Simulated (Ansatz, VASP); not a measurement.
**Pd: VASP beside Ansatz**

```
Pd
1.0
    -1.60381    1.60381    1.60381
     1.60381   -1.60381    1.60381
     1.60381    1.60381   -1.60381
Pd
1
Direct
  0.00000 0.00000 0.00000
```

Alike in both runs: functional BLYP; k mesh 14 × 14 × 14; occupations fermi-dirac, width 0.1 eV; no spin polarisation.

Ansatz relaxed the structure, and its values are those at the end. VASP's run is a single point on that final structure, the one shown.

|  | VASP | Ansatz |
| --- | --- | --- |
| version | VASP 6.6.1 | Ansatz 0.2.0 |
| potentials or method | VASP PAW PBE potentials, release 64 (Pd) | plane waves (420 eV) with PAW, scalar-relativistic |
| plane-wave cutoff (eV) | 520 | 420 |
| valence electrons in the cell | 10 | 18 |

VASP gave:

* pressure (GPa): 0.3

**Question.** Estimate Ansatz's values.

**Answer.** Pressure (GPa): 0.0.

The functional is the same, so the differences come from potentials, cutoffs and numerics. The two sets of potentials don't hold the same shells in valence.

Caveats: the PAW data sets were made with another functional, which shifts forces and pressure a little (VASP).
